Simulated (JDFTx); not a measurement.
# Y (P6_3/mmc) in JDFTx: a series of runs

Runs on Y. Level: r2SCAN. Tasks: equation of state.

Program: JDFTx 1.7.0 (patched build). These are calculated values, not measurements. Logs are shortened: lines on timing, memory, paths and dates and some standing lists are left out, and cuts for length are marked. The log counts tension as positive stress, the text compression.

## 1. The crystal as given

The structure is hexagonal, space group P6_3/mmc (No. 194). The conventional cell has a = 3.647 Å, b = 3.647 Å, c = 5.731 Å, α = 90.00°, β = 90.00°, γ = 120.00°. Y (site symmetry -6m2) is surrounded by 12 Y at 3.56 to 3.65 Å.

## 2. Equation of state, r2SCAN, 31.03 Å³/atom (volume scaled by 0.94)

Input file Y.in:

```
lattice \
    3.5729423729    -1.7864711865     0.0000000000 \
    0.0000000000     3.0942588613     0.0000000000 \
    0.0000000000     0.0000000000     5.6136161546
latt-scale 1.889726124626 1.889726124626 1.889726124626
coords-type Lattice
ion Y      0.6666666667     0.3333333333     0.7500000000 1
ion Y      0.3333333333     0.6666666667     0.2500000000 1

ion-species pseudo/Y.upf
elec-cutoff 40 320
elec-ex-corr mgga-x-r2scan mgga-c-r2scan
kpoint-folding 5 5 3
elec-smearing Fermi 0.0018374661
elec-n-bands 17
electronic-SCF nIterations 100 energyDiffThreshold 1e-09
electronic-minimize nIterations 30 energyDiffThreshold 1e-7
forces-output-coords Cartesian

dump-name run.$VAR
dump End Ecomponents EigStats BandEigs Kpoints Forces Stress ElecDensity KEdensity
```

Potentials or basis: SG15-PBE-1.2 with smoothed tails.

Run with:

```sh
jdftx -c 1 -i Y.in -o Y.out
```

What it wrote:

```text
*************** JDFTx 1.7.0 (patched build) ***************

Input parsed successfully to the following command list (including defaults):
[... the input with its defaults ...]

---------- Setting up symmetries ----------

Found 24 point-group symmetries of the bravais lattice
Found 24 space-group symmetries with basis
Applied RMS atom displacement 3.8982e-10 bohrs to make symmetries exact.

---------- Initializing the Grid ----------
R =
[      6.75188     -3.37594            0  ]
[            0       5.8473            0  ]
[            0            0      10.6082  ]
unit cell volume = 418.815
G =
[   0.930583   0.537272         -0  ]
[          0    1.07454          0  ]
[          0         -0   0.592295  ]
Minimum fftbox size, Smin = [  56  56  88  ]
Chosen fftbox size, S = [  56  56  90  ]

---------- Initializing tighter grid for wavefunction operations ----------
R =
[      6.75188     -3.37594            0  ]
[            0       5.8473            0  ]
[            0            0      10.6082  ]
unit cell volume = 418.815
G =
[   0.930583   0.537272         -0  ]
[          0    1.07454          0  ]
[          0         -0   0.592295  ]
Minimum fftbox size, Smin = [  40  40  64  ]
Chosen fftbox size, S = [  40  40  64  ]

---------- Exchange Correlation functional ----------
Initialized LibXC exchange functional 'Re-regularized SCAN exchange by Furness et al'
Initialized LibXC correlation functional 'Re-regularized SCAN correlation by Furness et al'

---------- Setting up pseudopotentials ----------
Width of ionic core gaussian charges (only for fluid interactions / plotting) set to 0

Reading pseudopotential file 'pseudo/Y.upf':
  'Y' pseudopotential, 'PBE' functional
  Generated using ONCVPSP code by D. R. Hamann
  11 valence electrons, 0 orbitals, 6 projectors, 602 radial grid points, with lMax = 2
  Core radius for overlap checks: 1.98 bohrs.

Initialized 1 species with 2 total atoms.

Folded 1 k-points by 5x5x3 to 75 k-points.

---------- Setting up k-points, bands, fillings ----------
Reduced to 10 k-points under symmetry.
Computing the number of bands and number of electrons
Calculating initial fillings.
nElectrons:  22.000000   nBands: 17   nStates: 10

----- Setting up reduced wavefunction bases (one per k-point) -----
average nbasis = 5059.213 , ideal nbasis = 5060.646

---------- Setting up ewald sum ----------
Optimum gaussian width for ewald sums = 2.659168 bohr.
Real space sum over 1521 unit cells with max indices [  6  6  4  ]
Reciprocal space sum over 2057 terms with max indices [  5  5  8  ]

---------- Allocating electronic variables ----------
Initializing wave functions:  (No orbitals for LCAO)  bandwidth-limited random numbers

Setting the auxilliary hamiltonian equal to the subspace hamiltonian.

-------- Electronic minimization -----------
Will mix electronic and kinetic density at each iteration.
	FillingsUpdate:  mu: +0.706521148  nElectrons: 22.000000
	FillingsUpdate:  mu: -0.146233908  nElectrons: 22.000000
SCF: Cycle:  0   F: -74.029139248991555   dF: -2.273e+01   |Residual|: 4.155e+00   |deigs|: 1.340e+00
	FillingsUpdate:  mu: +0.014434797  nElectrons: 22.000000
SCF: Cycle:  1   F: -73.846908071748246   dF: +1.822e-01   |Residual|: 3.747e+00   |deigs|: 3.378e-01
	FillingsUpdate:  mu: -74.199403245  nElectrons: 22.000000
SCF: Cycle:  2   F: +197.735736220823412   dF: +2.716e+02   |Residual|: 4.207e+01   |deigs|: 1.092e+02
	FillingsUpdate:  mu: +1.448595121  nElectrons: 22.000000
SCF: Cycle:  3   F: -51.370814344155427   dF: -2.491e+02   |Residual|: 5.579e+00   |deigs|: 1.107e+02
	FillingsUpdate:  mu: +0.395918672  nElectrons: 22.000000
SCF: Cycle:  4   F: -75.025866907555809   dF: -2.366e+01   |Residual|: 1.237e+00   |deigs|: 1.192e+00
	FillingsUpdate:  mu: +0.382956839  nElectrons: 22.000000
SCF: Cycle:  5   F: -77.128541269490228   dF: -2.103e+00   |Residual|: 7.491e-01   |deigs|: 1.144e-01
	FillingsUpdate:  mu: +0.390608238  nElectrons: 22.000000
SCF: Cycle:  6   F: -77.157894479176079   dF: -2.935e-02   |Residual|: 7.232e-01   |deigs|: 3.779e-02
	FillingsUpdate:  mu: -0.115914261  nElectrons: 22.000000
SCF: Cycle:  7   F: -57.816909297832161   dF: +1.934e+01   |Residual|: 5.684e+00   |deigs|: 5.891e-01
	FillingsUpdate:  mu: +0.384857369  nElectrons: 22.000000
SCF: Cycle:  8   F: -77.178811392230273   dF: -1.936e+01   |Residual|: 3.195e-01   |deigs|: 5.668e-01
	FillingsUpdate:  mu: +0.376429249  nElectrons: 22.000000
SCF: Cycle:  9   F: -77.210437470751444   dF: -3.163e-02   |Residual|: 2.356e-01   |deigs|: 2.488e-02
	FillingsUpdate:  mu: +0.372592812  nElectrons: 22.000000
SCF: Cycle: 10   F: -77.213446635104376   dF: -3.009e-03   |Residual|: 2.363e-01   |deigs|: 1.199e-02
	FillingsUpdate:  mu: +0.369852382  nElectrons: 22.000000
SCF: Cycle: 11   F: -77.214043416178683   dF: -5.968e-04   |Residual|: 2.521e-01   |deigs|: 9.505e-03
	FillingsUpdate:  mu: +0.372582801  nElectrons: 22.000000
SCF: Cycle: 12   F: -77.214620229731878   dF: -5.768e-04   |Residual|: 2.320e-01   |deigs|: 9.210e-03
	FillingsUpdate:  mu: +0.376926724  nElectrons: 22.000000
SCF: Cycle: 13   F: -77.210652889179400   dF: +3.967e-03   |Residual|: 2.148e-01   |deigs|: 1.716e-02
	FillingsUpdate:  mu: +0.376878095  nElectrons: 22.000000
SCF: Cycle: 14   F: -77.213191324205738   dF: -2.538e-03   |Residual|: 2.168e-01   |deigs|: 1.427e-03
	FillingsUpdate:  mu: +0.374540166  nElectrons: 22.000000
SCF: Cycle: 15   F: -77.214359304503091   dF: -1.168e-03   |Residual|: 2.000e-01   |deigs|: 1.098e-02
	FillingsUpdate:  mu: +0.370837545  nElectrons: 22.000000
SCF: Cycle: 16   F: -77.211016678188145   dF: +3.343e-03   |Residual|: 2.040e-01   |deigs|: 4.170e-03
	FillingsUpdate:  mu: +0.363874351  nElectrons: 22.000000
SCF: Cycle: 17   F: -77.148803556484509   dF: +6.221e-02   |Residual|: 2.250e-01   |deigs|: 5.000e-03
	FillingsUpdate:  mu: -1.247523964  nElectrons: 22.000000
SCF: Cycle: 18   F: +291.060294270639588   dF: +3.682e+02   |Residual|: 9.810e+01   |deigs|: 6.446e+01
	FillingsUpdate:  mu: +0.601306686  nElectrons: 22.000000
SCF: Cycle: 19   F: -74.440674270883306   dF: -3.655e+02   |Residual|: 6.260e-01   |deigs|: 6.456e+01
	FillingsUpdate:  mu: -0.487644680  nElectrons: 22.000000
SCF: Cycle: 20   F: +20.189403254980075   dF: +9.463e+01   |Residual|: 2.775e+01   |deigs|: 2.772e+00
	FillingsUpdate:  mu: +0.403154598  nElectrons: 22.000000
SCF: Cycle: 21   F: -77.034802613527248   dF: -9.722e+01   |Residual|: 2.075e-01   |deigs|: 2.672e+00
	FillingsUpdate:  mu: +0.375723986  nElectrons: 22.000000
SCF: Cycle: 22   F: -77.195614784245265   dF: -1.608e-01   |Residual|: 1.928e-01   |deigs|: 9.193e-02
	FillingsUpdate:  mu: +0.372172592  nElectrons: 22.000000
SCF: Cycle: 23   F: -77.208551826118608   dF: -1.294e-02   |Residual|: 1.973e-01   |deigs|: 1.760e-02
	FillingsUpdate:  mu: +0.371758862  nElectrons: 22.000000
SCF: Cycle: 24   F: -77.213689281062045   dF: -5.137e-03   |Residual|: 1.913e-01   |deigs|: 8.286e-03
	FillingsUpdate:  mu: +0.368884506  nElectrons: 22.000000
SCF: Cycle: 25   F: -77.190389599336342   dF: +2.330e-02   |Residual|: 1.954e-01   |deigs|: 4.351e-03
	FillingsUpdate:  mu: +0.373152924  nElectrons: 22.000000
SCF: Cycle: 26   F: -77.215222832669809   dF: -2.483e-02   |Residual|: 1.872e-01   |deigs|: 4.062e-03
	FillingsUpdate:  mu: +0.373909738  nElectrons: 22.000000
SCF: Cycle: 27   F: -77.215641118095533   dF: -4.183e-04   |Residual|: 1.979e-01   |deigs|: 3.709e-03
	FillingsUpdate:  mu: +0.372771927  nElectrons: 22.000000
SCF: Cycle: 28   F: -77.215801350939159   dF: -1.602e-04   |Residual|: 1.956e-01   |deigs|: 4.306e-03
	FillingsUpdate:  mu: +0.373552541  nElectrons: 22.000000
SCF: Cycle: 29   F: -77.215795121871835   dF: +6.229e-06   |Residual|: 1.980e-01   |deigs|: 2.914e-03
	FillingsUpdate:  mu: +0.373285426  nElectrons: 22.000000
SCF: Cycle: 30   F: -77.215625611882928   dF: +1.695e-04   |Residual|: 1.921e-01   |deigs|: 3.637e-03
	FillingsUpdate:  mu: +0.373609762  nElectrons: 22.000000
SCF: Cycle: 31   F: -77.214487053257798   dF: +1.139e-03   |Residual|: 1.200e-01   |deigs|: 5.079e-03
	FillingsUpdate:  mu: +0.373890773  nElectrons: 22.000000
SCF: Cycle: 32   F: -77.210771672361091   dF: +3.715e-03   |Residual|: 5.486e-02   |deigs|: 4.252e-03
	FillingsUpdate:  mu: +0.374151869  nElectrons: 22.000000
SCF: Cycle: 33   F: -77.213664540317509   dF: -2.893e-03   |Residual|: 3.545e-02   |deigs|: 1.718e-03
	FillingsUpdate:  mu: +0.373094820  nElectrons: 22.000000
SCF: Cycle: 34   F: -77.216057907091184   dF: -2.393e-03   |Residual|: 1.932e-02   |deigs|: 2.288e-03
	FillingsUpdate:  mu: +0.372742833  nElectrons: 22.000000
SCF: Cycle: 35   F: -77.216251136202331   dF: -1.932e-04   |Residual|: 1.114e-02   |deigs|: 2.199e-03
	FillingsUpdate:  mu: +0.372725720  nElectrons: 22.000000
SCF: Cycle: 36   F: -77.216293875099993   dF: -4.274e-05   |Residual|: 3.465e-03   |deigs|: 1.520e-03
	FillingsUpdate:  mu: +0.372705196  nElectrons: 22.000000
SCF: Cycle: 37   F: -77.216297557708302   dF: -3.683e-06   |Residual|: 6.598e-04   |deigs|: 4.665e-04
	FillingsUpdate:  mu: +0.372685224  nElectrons: 22.000000
SCF: Cycle: 38   F: -77.216297889836596   dF: -3.321e-07   |Residual|: 3.507e-04   |deigs|: 2.215e-04
	FillingsUpdate:  mu: +0.372688145  nElectrons: 22.000000
SCF: Cycle: 39   F: -77.216297984904784   dF: -9.507e-08   |Residual|: 1.418e-04   |deigs|: 1.503e-04
	FillingsUpdate:  mu: +0.372684973  nElectrons: 22.000000
SCF: Cycle: 40   F: -77.216298019100648   dF: -3.420e-08   |Residual|: 6.926e-05   |deigs|: 1.024e-04
	FillingsUpdate:  mu: +0.372681676  nElectrons: 22.000000
SCF: Cycle: 41   F: -77.216298027307928   dF: -8.207e-09   |Residual|: 1.919e-05   |deigs|: 7.690e-05
	FillingsUpdate:  mu: +0.372681796  nElectrons: 22.000000
SCF: Cycle: 42   F: -77.216298030870888   dF: -3.563e-09   |Residual|: 1.418e-05   |deigs|: 7.291e-05
	FillingsUpdate:  mu: +0.372681507  nElectrons: 22.000000
SCF: Cycle: 43   F: -77.216298031782586   dF: -9.117e-10   |Residual|: 6.017e-06   |deigs|: 7.991e-05
	FillingsUpdate:  mu: +0.372681537  nElectrons: 22.000000
SCF: Cycle: 44   F: -77.216298032211597   dF: -4.290e-10   |Residual|: 2.711e-06   |deigs|: 5.042e-05
SCF: Converged (|Delta E|<1.000000e-09 for 2 iters).

Setting wave functions to eigenvectors of Hamiltonian

# Stress tensor in Cartesian coordinates [Eh/a0^3]:
[ -0.000156032            0            0  ]
[            0 -0.000156032            0  ]
[            0            0 -6.65702e-05  ]

# Ionic positions in lattice coordinates:
ion Y   0.666666666666667   0.333333333333333   0.750000000000000 1
ion Y   0.333333333333333   0.666666666666667   0.250000000000000 1

# Forces in Cartesian coordinates:
force Y  -0.000000000000000   0.000000000000000   0.000000000000000 1
force Y  -0.000000000000000   0.000000000000000   0.000000000000000 1

# Energy components:
   Eewald =      -58.8368561084731212
       EH =       13.0911800968847345
     Eloc =      -49.9970225148884282
      Enl =        6.4758735402488137
      Exc =      -10.1405874278372821
       KE =       22.1927140736738728
-------------------------------------
     Etot =      -77.2146983403914078
       TS =        0.0015996918201951
-------------------------------------
        F =      -77.2162980322115970

IonicMinimize: Iter:   0  F: -77.216298032211597  |grad|_K:       -nan
IonicMinimize: None of the convergence criteria satisfied after 0 iterations.

Dumping 'run.eigStats' ...
	eMin: -1.254046 at state 0 ( [ +0.000000 +0.000000 +0.000000 ] spin 0 )
	HOMO: +0.372314 at state 4 ( [ +0.000000 +0.400000 +0.000000 ] spin 0 )
	mu  : +0.372682
	LUMO: +0.377057 at state 3 ( [ +0.000000 +0.200000 +0.333333 ] spin 0 )
	eMax: +0.582128 at state 8 ( [ +0.200000 +0.400000 +0.000000 ] spin 0 )
	HOMO-LUMO gap: +0.004743
	Optical gap  : +0.006955 at state 7 ( [ +0.200000 +0.200000 +0.333333 ] spin 0 )
Done!
[note: the HOMO, LUMO and gaps printed at the end count levels as full or empty at half filling, so they show a gap where a level is partly filled]
```

It took 4.7 min on 1 thread of Intel Xeon at 2.70GHz, shared host; peak memory 0.21 GiB.

Results:

- Free energy: -2101.1625 eV
- Pressure: 3.7 GPa
- Band gap on the k mesh: none (metal or under the smearing width)

Caveat: the k mesh is coarse (spacing up to 0.41 Å⁻¹), so the values aren't converged; the potentials were made for another functional, which shifts forces and pressure.

## 3. Equation of state, r2SCAN, 31.69 Å³/atom (volume scaled by 0.96)

Changes to Y.in since step 2:

```diff
@@ -1,5 +1,5 @@
 lattice \
-    3.5729423729    -1.7864711865     0.0000000000 \
-    0.0000000000     3.0942588613     0.0000000000 \
-    0.0000000000     0.0000000000     5.6136161546
+    3.5981047680    -1.7990523840     0.0000000000 \
+    0.0000000000     3.1160501346     0.0000000000 \
+    0.0000000000     0.0000000000     5.6531499653
 latt-scale 1.889726124626 1.889726124626 1.889726124626
```

Potentials or basis: SG15-PBE-1.2 with smoothed tails.

Run with:

```sh
jdftx -c 1 -i Y.in -o Y.out
```

Run time: 2 min. Hardware: 1 thread of Intel Xeon at 2.70GHz, shared host; peak memory 0.21 GiB.

It converged, with:

```yaml
Free_energy: -2101.1890 eV
Pressure: 2.7 GPa
Band_gap_on_the_k_mesh: none (metal or under the smearing width)
```

Caveat: the k mesh is coarse (spacing up to 0.40 Å⁻¹), so the values aren't converged; the potentials were made for another functional, which shifts forces and pressure.

## 4. Equation of state, r2SCAN, 32.35 Å³/atom (volume scaled by 0.98)

Changes to Y.in since step 3:

```diff
@@ -1,5 +1,5 @@
 lattice \
-    3.5981047680    -1.7990523840     0.0000000000 \
-    0.0000000000     3.1160501346     0.0000000000 \
-    0.0000000000     0.0000000000     5.6531499653
+    3.6229200678    -1.8114600339     0.0000000000 \
+    0.0000000000     3.1375408146     0.0000000000 \
+    0.0000000000     0.0000000000     5.6921384384
 latt-scale 1.889726124626 1.889726124626 1.889726124626
```

Run with:

```sh
jdftx -c 1 -i Y.in -o Y.out
```

Run time: 1.9 min. Hardware: 1 thread of Intel Xeon at 2.70GHz, shared host; peak memory 0.21 GiB.

Results (log left out):

| Item | Value |
| --- | --- |
| Free energy | -2101.2075 eV |
| Pressure | 1.8 GPa |
| Band gap on the k mesh | none (metal or under the smearing width) |

Caveat: the k mesh is coarse (spacing up to 0.40 Å⁻¹), so the values aren't converged; the potentials were made for another functional, which shifts forces and pressure.

## 5. Equation of state, r2SCAN, 33.01 Å³/atom

Changes to Y.in since step 4:

```diff
@@ -1,5 +1,5 @@
 lattice \
-    3.6229200678    -1.8114600339     0.0000000000 \
-    0.0000000000     3.1375408146     0.0000000000 \
-    0.0000000000     0.0000000000     5.6921384384
+    3.6474000000    -1.8237000000     0.0000000000 \
+    0.0000000000     3.1587410578     0.0000000000 \
+    0.0000000000     0.0000000000     5.7306000000
 latt-scale 1.889726124626 1.889726124626 1.889726124626
```

Run with:

```sh
jdftx -c 1 -i Y.in -o Y.out
```

Run time: 2 min. Hardware: 1 thread of Intel Xeon at 2.70GHz, shared host; peak memory 0.21 GiB.

Results (log left out):

```
Free energy            : -2101.2185 eV
Pressure               : 0.9 GPa
Band gap on the k mesh : none (metal or under the smearing width)
```

Caveat: the k mesh is coarse (spacing up to 0.40 Å⁻¹), so the values aren't converged; the potentials were made for another functional, which shifts forces and pressure.

## 6. Equation of state, r2SCAN, 33.67 Å³/atom (volume scaled by 1.02)

Changes to Y.in since step 5:

```diff
@@ -1,5 +1,5 @@
 lattice \
-    3.6474000000    -1.8237000000     0.0000000000 \
-    0.0000000000     3.1587410578     0.0000000000 \
-    0.0000000000     0.0000000000     5.7306000000
+    3.6715556708    -1.8357778354     0.0000000000 \
+    0.0000000000     3.1796604824     0.0000000000 \
+    0.0000000000     0.0000000000     5.7685520994
 latt-scale 1.889726124626 1.889726124626 1.889726124626
```

Potentials or basis: SG15-PBE-1.2 with smoothed tails.

Run with:

```sh
jdftx -c 1 -i Y.in -o Y.out
```

Wall time 2.1 min (1 thread of Intel Xeon at 2.70GHz, shared host); peak memory 0.21 GiB.

The run converged. Its results:

```yaml
Free_energy: -2101.2225 eV
Pressure: 0.1 GPa
Band_gap_on_the_k_mesh: none (metal or under the smearing width)
```

Caveat: the k mesh is coarse (spacing up to 0.40 Å⁻¹), so the values aren't converged; the potentials were made for another functional, which shifts forces and pressure.

## 7. Equation of state, r2SCAN, 34.33 Å³/atom (volume scaled by 1.04)

Changes to Y.in since step 6:

```diff
@@ -1,5 +1,5 @@
 lattice \
-    3.6715556708    -1.8357778354     0.0000000000 \
-    0.0000000000     3.1796604824     0.0000000000 \
-    0.0000000000     0.0000000000     5.7685520994
+    3.6953976095    -1.8476988047     0.0000000000 \
+    0.0000000000     3.2003082069     0.0000000000 \
+    0.0000000000     0.0000000000     5.8060112795
 latt-scale 1.889726124626 1.889726124626 1.889726124626
```

Run with:

```sh
jdftx -c 1 -i Y.in -o Y.out
```

Run time: 2.3 min. Hardware: 1 thread of Intel Xeon at 2.70GHz, shared host; peak memory 0.25 GiB.

The run converged. Its results:

```
Free energy            : -2101.2203 eV
Pressure               : -0.7 GPa
Band gap on the k mesh : none (metal or under the smearing width)
```

Caveat: the k mesh is coarse (spacing up to 0.39 Å⁻¹), so the values aren't converged; the potentials were made for another functional, which shifts forces and pressure.

## 8. Equation of state, r2SCAN, 34.99 Å³/atom (volume scaled by 1.06)

Changes to Y.in since step 7:

```diff
@@ -1,5 +1,5 @@
 lattice \
-    3.6953976095    -1.8476988047     0.0000000000 \
-    0.0000000000     3.2003082069     0.0000000000 \
-    0.0000000000     0.0000000000     5.8060112795
+    3.7189358085    -1.8594679043     0.0000000000 \
+    0.0000000000     3.2206928852     0.0000000000 \
+    0.0000000000     0.0000000000     5.8429932402
 latt-scale 1.889726124626 1.889726124626 1.889726124626
```

Run with:

```sh
jdftx -c 1 -i Y.in -o Y.out
```

It took 3 min on 1 thread of Intel Xeon at 2.70GHz, shared host; peak memory 0.25 GiB.

The run converged. Its results:

| Quantity | Value |
| --- | --- |
| Free energy | -2101.2120 eV |
| Pressure | -1.4 GPa |
| Band gap on the k mesh | none (metal or under the smearing width) |

Caveat: the k mesh is coarse (spacing up to 0.39 Å⁻¹), so the values aren't converged; the potentials were made for another functional, which shifts forces and pressure.

## 9. Equation of state, r2SCAN

Potentials or basis: SG15-PBE-1.2 with smoothed tails.

No new run: the results of the series are fitted here.

What came out:

```yaml
Equilibrium_volume: 33.76 Å³/atom
Bulk_modulus_at_fixed_shape_and_positions: 39 GPa
Pressure_derivative_of_the_bulk_modulus: 2.9
```

Energy against volume, from the lowest point:
| volume (Å³/atom) | energy (meV/atom) |
| --- | --- |
| 31.031 | 30.01 |
| 31.691 | 16.77 |
| 32.351 | 7.53 |
| 33.012 | 2.03 |
| 33.672 | 0.00 |
| 34.332 | 1.11 |
| 34.992 | 5.25 |

Caveat: the k mesh is coarse (spacing up to 0.40 Å⁻¹), so the values aren't converged; the cell was scaled at fixed shape and fractional positions, which overstates the stiffness of a crystal with free parameters, most of all of layers and chains; the potentials were made for another functional, which shifts forces and pressure.
